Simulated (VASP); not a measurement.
Crystal: W.

```
W
1.0
    -1.58234    1.58234    1.58234
     1.58234   -1.58234    1.58234
     1.58234    1.58234   -1.58234
W
1
Cartesian
  0.0000 0.0000 0.0000
```

Base run:

```yaml
Program: VASP 6.6.1
Functional: revTPSS
Potentials_or_basis: VASP PAW PBE potentials, release 64 (W_sv)
Cutoff: 520 eV
k_mesh: 12 × 12 × 12
Occupations: fermi-dirac, width 0.05 eV
Spin: no spin polarisation
```

Its results: pressure -0.2 GPa.

Task: The run is repeated on the same cell with these changes: functional from revTPSS to TPSS; further incar settings from ALGO = Normal; EDIFF = 1e-06 to ALGO = Normal; EDIFF = 1e-07; NBANDS = 13. What comes out?

Result: Pressure 3.3 GPa.

Caveats: the PAW data sets were made with another functional, which shifts forces and pressure a little.
